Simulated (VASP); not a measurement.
# Ge in VASP: single point with PBE+D3(BJ)

Aim: the single point of Ge with PBE+D3(BJ).

Everything below comes from runs of VASP 6.6.1. Logs are shortened: lines on timing, memory, paths and dates and some standing lists are left out, and cuts for length are marked.

## 1. The slab as given

The cell holds a slab with vacuum, 2 atoms: a = 4.045 Å, b = 4.045 Å, c = 20.530 Å, α = 90.00°, β = 90.00°, γ = 120.00°.

The cell was built by a generator and needn't be a form met in nature.

## 2. Single point, PBE+D3(BJ)

INCAR reads:

```
SYSTEM = Ge
PREC = Accurate
ENCUT = 520
EDIFF = 1E-7
ISMEAR = 0
SIGMA = 0.04
LREAL = .False.
LASPH = .True.
NELM = 100
ALGO = Normal
ISIF = 2
LWAVE = .False.
LCHARG = .True.
LDIPOL = .True.
IDIPOL = 3
DIPOL = 0.5 0.5 0.386
GGA = PE
IVDW = 12
LELF = .True.
LVHAR = .True.
LVACPOTAV = .True.
NBANDS = 21
```

KPOINTS reads:

```
regular mesh
0
Gamma
  12 12 1
  0 0 0
```

POSCAR reads:

```
Ge
1.0
    4.0448463384      0.0000000000      0.0000000000
   -2.0224231692      3.5029396835      0.0000000000
    0.0000000000      0.0000000000     20.5300000000
Ge
2
Direct
    0.3333333333      0.6666666667      0.3675872950
    0.6666666667      0.3333333333      0.4051228853
```

Potentials or basis: VASP PAW PBE potentials, release 64 (Ge_d).

The run is started by

```
$ cat potpaw_PBE.64/Ge_d/POTCAR > POTCAR
$ mpirun -np 1 vasp_std > vasp.out
```

OUTCAR:

```text
SYSTEM = Ge
   PREC = Accurate
   ENCUT = 520
   EDIFF = 1E-7
   ISMEAR = 0
   LREAL = .False.
   LASPH = .True.
   NELM = 100
   ISIF = 2
   GGA = PE
   IVDW = 12
 IVDW          = 12

 ion  position               nearest neighbor table
   1  0.333  0.667  0.368-   2 2.46   2 2.46   2 2.46
   2  0.667  0.333  0.405-   1 2.46   1 2.46   1 2.46

  LATTYP: Found a hexagonal cell.
 ALAT       =     4.0448463384
 C/A-ratio  =     5.0755945424

  Lattice vectors:

 A1 = (   4.0448463384,   0.0000000000,   0.0000000000)
 A2 = (  -2.0224231692,   3.5029396835,   0.0000000000)
 A3 = (   0.0000000000,   0.0000000000,  20.5300000000)

Analysis of symmetry for initial positions (statically):
=====================================================================
 Subroutine PRICEL returns:
 Original cell was already a primitive cell.

 Routine SETGRP: Setting up the symmetry group for a
 hexagonal supercell.

 Subroutine GETGRP returns: Found 12 space group operations
 (whereof  6 operations were pure point group operations)
 out of a pool of 24 trial point group operations.

The static configuration has the point symmetry C_3v.
 The point group associated with its full space group is D_3d.

Analysis of symmetry for dynamics (positions and initial velocities):
=====================================================================
 Subroutine PRICEL returns:
 Original cell was already a primitive cell.

 Routine SETGRP: Setting up the symmetry group for a
 hexagonal supercell.

 Subroutine GETGRP returns: Found 12 space group operations
 (whereof  6 operations were pure point group operations)
 out of a pool of 24 trial point group operations.

The dynamic configuration has the point symmetry C_3v.
 The point group associated with its full space group is D_3d.

 Subroutine INISYM returns: Found 12 space group operations
 (whereof  6 operations are pure point group operations),
 and found     1 'primitive' translations

----------------------------------------------------------------------------------------

                                     Primitive cell

  volume of cell :     290.8865

  direct lattice vectors                    reciprocal lattice vectors
     4.044846338  0.000000000  0.000000000     0.247228180  0.142737256  0.000000000
    -2.022423169  3.502939684  0.000000000     0.000000000  0.285474513  0.000000000
     0.000000000  0.000000000 20.530000000     0.000000000  0.000000000  0.048709206

  length of vectors
     4.044846338  4.044846338 20.530000000     0.285474513  0.285474513  0.048709206

  position of ions in fractional coordinates (direct lattice)
     0.333333333  0.666666667  0.367587295
     0.666666667  0.333333333  0.405122885

  ion indices of the primitive-cell ions
   primitive index   ion index
                 1           1
                 2           2

----------------------------------------------------------------------------------------

 KPOINTS: regular mesh

Automatic generation of k-mesh.
 Grid dimensions read from file:
 generate k-points for:   12   12    1

 Generating k-lattice:

  Cartesian coordinates                     Fractional coordinates (reciprocal lattice)
     0.020602348  0.011894771  0.000000000     0.083333333  0.000000000  0.000000000
     0.000000000  0.023789543  0.000000000     0.000000000  0.083333333  0.000000000
     0.000000000  0.000000000  0.048709206     0.000000000  0.000000000  1.000000000

  Length of vectors
     0.023789543  0.023789543  0.048709206

  Shift w.r.t. Gamma in fractional coordinates (k-lattice)
     0.000000000  0.000000000  0.000000000

 Subroutine IBZKPT returns following result:
 ===========================================

 Found     19 irreducible k-points:

 Following reciprocal coordinates:
            Coordinates               Weight
  0.000000  0.000000  0.000000      1.000000
  0.083333  0.000000  0.000000      6.000000
  0.166667  0.000000  0.000000      6.000000
  0.250000  0.000000  0.000000      6.000000
  0.333333  0.000000  0.000000      6.000000
  0.416667  0.000000  0.000000      6.000000
[... 11 lines left out ...]
  0.333333  0.250000  0.000000     12.000000
  0.333333  0.333333  0.000000      2.000000
   k-points           NKPTS =     19   k-points in BZ     NKDIM =     19   number of bands    NBANDS=     21
   number of dos      NEDOS =    301   number of ions     NIONS =      2
   total plane-waves  NPLWV = 144000
   dimension x,y,z NGX =    30 NGY =   30 NGZ =  160
   dimension x,y,z NGXF=    60 NGYF=   60 NGZF=  320
   ions per type =               2
   NGX,Y,Z   is equivalent  to a cutoff of  12.33, 12.33, 12.96 a.u.
   NGXF,Y,Z  is equivalent  to a cutoff of  24.66, 24.66, 25.91 a.u.
 SYSTEM =  Ge
   PREC   = accura    normal or accurate (medium, high low for compatibility)
   ISTART =      0    job   : 0-new  1-cont  2-samecut
   ICHARG =      2    charge: 1-file 2-atom 10-const
   ISPIN  =      1    spin polarized calculation?
   LNONCOLLINEAR =      F non collinear calculations
   LSORBIT =      F    spin-orbit coupling
   LASPH  =      T    aspherical Exc in radial PAW
   ENCUT  =  520.0 eV  38.22 Ry    6.18 a.u.   7.52  7.52 38.17*2*pi/ulx,y,z
   NELM   =    100;   NELMIN=  2; NELMDL= -5     # of ELM steps
   EDIFF  = 0.1E-06   stopping-criterion for ELM
   LREAL  =      F    real-space projection
   EDIFFG = 0.1E-05   stopping-criterion for IOM
   NSW    =      0    number of steps for IOM
   IBRION =     -1    ionic relax: 0-MD 1-quasi-New 2-CG
   NFREE  =      0    steps in history (QN), initial steepest desc. (CG)
   ISIF   =      2    stress and relaxation
   ISYM   =      2    0-nonsym 1-usesym 2-fastsym
   POTIM  = 0.5000    time-step for ionic-motion
   TEBEG  =    0.0;   TEEND  =   0.0 temperature during run
   PSTRESS=    0.0 pullay stress
   NELECT =      28.0000    total number of electrons
   NUPDOWN=      -1.0000    fix difference up-down
   EMIN   =  10.00;   EMAX   =-10.00  energy-range for DOS
   EFERMI =   0.00;   METHOD = LEGACY
   ISMEAR =     0;   SIGMA  =   0.04  broadening in eV -4-tet -1-fermi 0-gaus
   EFERMI_NEDOS =   21; number of points for ismear=-14 and -15
   IALGO  =     38    algorithm
   IMIX   =      4    mixing-type and parameters
     AMIX     =   0.40;   BMIX     =  1.00
     AMIX_MAG =   1.60;   BMIX_MAG =  1.00
  volume/ion in A,a.u.               =     145.44       981.50
  Fermi-wavevector in a.u.,A,eV,Ry     =   0.750274  1.417811  7.658861  0.562910
  Thomas-Fermi vector in A             =   1.846986
   LORBIT       =      0    0 simple, 1 ext, 2 COOP (PROOUT), +10 PAW based schemes
   GGA     = PE    functional components
   LHFCALC =     F    Hartree Fock is set to
   AEXX    =    0.0000 exact exchange contribution
   IVDW    =    12    specifies the selected vdW correction
   LEPSILON=     F    determine dielectric tensor
   LRPA    =     F    only Hartree local field effects (RPA)
 non-spin polarized calculation
 Gauss-broadening in eV      SIGMA  =   0.04
  energy-cutoff  :      520.00
  volume of cell :      290.89
 maximum number of plane-waves:      7881
   NGX = 15   NGY = 15   NGZ = 77

 dipolmoment           0.000000      0.000000     -0.000002 electrons x Angstroem

 number of electron      27.9999994 magnetization

 dipolmoment           0.000000      0.000000      0.000000 electrons x Angstroem

 Free energy of the ion-electron system (eV)
  ---------------------------------------------------
  ext. energy  EPLUGINS =         0.00000000
  ---------------------------------------------------
  free energy    TOTEN  =        -8.06063042 eV

  energy without entropy =       -8.06000355  energy(sigma->0) =       -8.06031698

 E-fermi :  -3.0765     XC(G=0):  -2.2328

 val. band max:       -3.0765240186   @ k =   0.3333   0.3333   0.0000
 cond. band min:      -3.0765236899   @ k =   0.3333   0.3333   0.0000
 fundamental gap:      0.0000003287
 Fermi energy:        -3.0765238542

 k-point     1 :       0.0000    0.0000    0.0000
  band No.  band energies     occupation
      1     -27.4368      2.00000
      2     -27.4368      2.00000
      3     -27.3838      2.00000
      4     -27.3838      2.00000
      5     -27.3786      2.00000
      6     -27.3442      2.00000
[... 13 lines left out ...]
     20       1.4125      0.00000
     21       2.1461      0.00000

 k-point     2 :       0.0833    0.0000    0.0000
  band No.  band energies     occupation
      1     -27.4396      2.00000
      2     -27.4381      2.00000
      3     -27.3919      2.00000
      4     -27.3808      2.00000
      5     -27.3690      2.00000
      6     -27.3394      2.00000
[... 13 lines left out ...]
     20       1.4932      0.00000
     21       2.1968      0.00000

 k-point     3 :       0.1667    0.0000    0.0000
  band No.  band energies     occupation
      1     -27.4451      2.00000
      2     -27.4408      2.00000
      3     -27.4014      2.00000
      4     -27.3734      2.00000
      5     -27.3580      2.00000
      6     -27.3255      2.00000
[... 13 lines left out ...]
     20       1.9099      0.00000
     21       2.3355      0.00000

 k-point     4 :       0.2500    0.0000    0.0000
  band No.  band energies     occupation
      1     -27.4489      2.00000
      2     -27.4431      2.00000
      3     -27.4108      2.00000
      4     -27.3646      2.00000
      5     -27.3502      2.00000
      6     -27.3056      2.00000
[... 13 lines left out ...]
     20       2.7398      0.00000
     21       2.9159      0.00000

 k-point     5 :       0.3333    0.0000    0.0000
  band No.  band energies     occupation
      1     -27.4492      2.00000
      2     -27.4443      2.00000
      3     -27.4201      2.00000
      4     -27.3566      2.00000
      5     -27.3460      2.00000
      6     -27.2850      2.00000
[... 13 lines left out ...]
     20       3.3650      0.00000
     21       3.6725      0.00000

 k-point     6 :       0.4167    0.0000    0.0000
  band No.  band energies     occupation
      1     -27.4459      2.00000
      2     -27.4446      2.00000
      3     -27.4288      2.00000
      4     -27.3512      2.00000
      5     -27.3444      2.00000
      6     -27.2721      2.00000
[... 13 lines left out ...]
     20       3.6234      0.00000
     21       3.8562      0.00000

 k-point     7 :       0.5000    0.0000    0.0000
  band No.  band energies     occupation
      1     -27.4447      2.00000
      2     -27.4423      2.00000
      3     -27.4341      2.00000
      4     -27.3492      2.00000
      5     -27.3441      2.00000
      6     -27.2740      2.00000
[... 13 lines left out ...]
     20       4.0026      0.00000
     21       4.1843      0.00000
[... 171 lines left out ...]
      1     -27.4528      2.00000
      2     -27.4441      2.00000
      3     -27.4309      2.00000
      4     -27.3498      2.00000
      5     -27.3221      2.00000
      6     -27.2762      2.00000
[... 13 lines left out ...]
     20       3.8259      0.00000
     21       4.1517      0.00000

 k-point    16 :       0.4167    0.1667    0.0000
  band No.  band energies     occupation
      1     -27.4530      2.00000
      2     -27.4416      2.00000
      3     -27.4356      2.00000
      4     -27.3457      2.00000
      5     -27.3224      2.00000
      6     -27.2761      2.00000
[... 13 lines left out ...]
     20       4.4354      0.00000
     21       4.6003      0.00000

 k-point    17 :       0.2500    0.2500    0.0000
  band No.  band energies     occupation
      1     -27.4550      2.00000
      2     -27.4446      2.00000
      3     -27.4300      2.00000
      4     -27.3501      2.00000
      5     -27.3122      2.00000
      6     -27.2800      2.00000
[... 13 lines left out ...]
     20       3.5434      0.00000
     21       3.8438      0.00000

 k-point    18 :       0.3333    0.2500    0.0000
  band No.  band energies     occupation
      1     -27.4569      2.00000
      2     -27.4419      2.00000
      3     -27.4360      2.00000
      4     -27.3435      2.00000
      5     -27.3062      2.00000
      6     -27.2809      2.00000
[... 13 lines left out ...]
     20       4.0091      0.00000
     21       4.3863      0.00000

 k-point    19 :       0.3333    0.3333    0.0000
  band No.  band energies     occupation
      1     -27.4585      2.00000
      2     -27.4395      2.00000
      3     -27.4395      2.00000
      4     -27.3408      2.00000
      5     -27.2980      2.00000
      6     -27.2817      2.00000
[... 13 lines left out ...]
     20       3.8816      0.00000
     21       4.0706      0.00000

------------------------ aborting loop because EDIFF is reached ----------------------------------------

 vacuum level on the upper side and lower side of the slab       (xc-potential included)        -0.107        -0.105

 Edisp (eV)   -0.30502

 E8    (eV) :    -0.1458

  FORCE on cell =-STRESS in cart. coord.  units (eV):
  Direction    XX          YY          ZZ          XY          YZ          ZX
  --------------------------------------------------------------------------------------
  -------------------------------------------------------------------------------------
  Total      -0.57420    -0.57420    -0.31213     0.00000     0.00000    -0.00000
  in kB      -3.16264    -3.16264    -1.71918     0.00000     0.00000    -0.00000
  external pressure =       -2.68 kB  Pullay stress =        0.00 kB

 VOLUME and BASIS-vectors are now :
 -----------------------------------------------------------------------------
  energy-cutoff  :      520.00
  volume of cell :      290.89
      direct lattice vectors                 reciprocal lattice vectors
     4.044846338  0.000000000  0.000000000     0.247228180  0.142737256  0.000000000
    -2.022423169  3.502939684  0.000000000     0.000000000  0.285474513  0.000000000
     0.000000000  0.000000000 20.530000000     0.000000000  0.000000000  0.048709206

 POSITION                                       TOTAL-FORCE (eV/Angst)
 -----------------------------------------------------------------------------------
     -0.00000      2.33529      7.54657         0.000000      0.000000      0.383875
      2.02242      1.16765      8.31717        -0.000000      0.000000     -0.383875
 -----------------------------------------------------------------------------------
    total drift:                                0.000000      0.000000      0.000196

  FREE ENERGIE OF THE ION-ELECTRON SYSTEM (eV)
  ---------------------------------------------------
  free  energy   TOTEN  =        -8.3656550720 eV

  energy  without entropy=       -8.3650281947  energy(sigma->0) =       -8.36534163

 vacuum level on the upper side and lower side of the slab         1.411         1.411
```

It took 2 min on 1 thread of Intel Xeon Platinum 8488C (Sapphire Rapids), shared host; peak memory 0.41 GiB.

Results:

```yaml
Free_energy: -8.3657 eV
Largest_force: 0.384 eV/Å
Band_gap_on_the_k_mesh: none (metal or under the smearing width)
Dispersion_energy_per_atom: -0.153 eV
Work_function_of_the_upper_face: 4.49 eV
Work_function_of_the_lower_face: 4.49 eV
```

Forces on the atoms (eV/Å):
```
Ge   0.000  0.000  0.384
Ge   0.000  0.000 -0.384
```
